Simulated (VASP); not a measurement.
A run of VASP 6.6.1 is set up as follows.

File POSCAR:

```
PbSe
1.0
    0.0000000000      3.0606500000      3.0606500000
    3.0606500000      0.0000000000      3.0606500000
    3.0606500000      3.0606500000      0.0000000000
Pb Se
1 1
Direct
    0.0000000000      0.0000000000      0.0000000000
    0.5000000000      0.5000000000      0.5000000000
```

The input INCAR.step1:

```
PREC = Accurate
ENCUT = 550
ISMEAR = 0
SIGMA = 0.1
LREAL = False
LASPH = True
NELM = 120
NBANDS = 17
GGA = PE
ALGO = Normal
EDIFF = 1E-5
LWAVE = True
LCHARG = False
GGA_COMPAT = False
```

Contents of INCAR.step2:

```
PREC = Accurate
ENCUT = 550
EDIFF = 1E-6
ISMEAR = 0
SIGMA = 0.1
LREAL = False
LASPH = True
NELM = 120
ALGO = Normal
ISIF = 2
LWAVE = False
LCHARG = True
METAGGA = R2SCAN
LMIXTAU = True
LUSE_VDW = True
IVDW_NL = 2
BPARAM = 11.95
CPARAM = 0.0093
LELF = True
LVHAR = True
NBANDS = 17
ISTART = 1
GGA_COMPAT = False
```

The input KPOINTS:

```
regular mesh
0
Gamma
  6 6 6
```

Potentials or basis: VASP PAW PBE potentials, release 64 (Pb_d, Se).

Launch:

```console
$ cat potpaw_PBE.64/Pb_d/POTCAR potpaw_PBE.64/Se/POTCAR > POTCAR
$ cp INCAR.step1 INCAR
$ mpirun -np 1 vasp_std > vasp.out
$ cp INCAR.step2 INCAR
$ mpirun -np 1 vasp_std > vasp.out
```

Q: What does it give for the pressure?

A: 0.7 GPa.

Q: Estimate the band gap on the k mesh.

A: 0.54 eV.

Caveat: the PAW data sets were made with another functional, which shifts forces and pressure a little; spin-orbit coupling is left out, which moves the levels of the heavy elements.

**Measured values to compare with.**

A printed reference work, monograph reports, for a bulk crystal of PbSe at 4.2 K: band gap 0.15 eV (direct).

Measured gap of PbSe: 0.15 eV (direct; 4.2 K; a printed reference work, monograph). This calculation gives 0.54 eV (+0.39 eV). 2 values of this kind are on record (0.15 to 0.28 eV); this one was drawn at random. Spin-orbit coupling on Pb, Se is left out. The value is that of r2SCAN+rVV10 on a finite k mesh, which can miss the band edges, without temperature or zero-point motion.
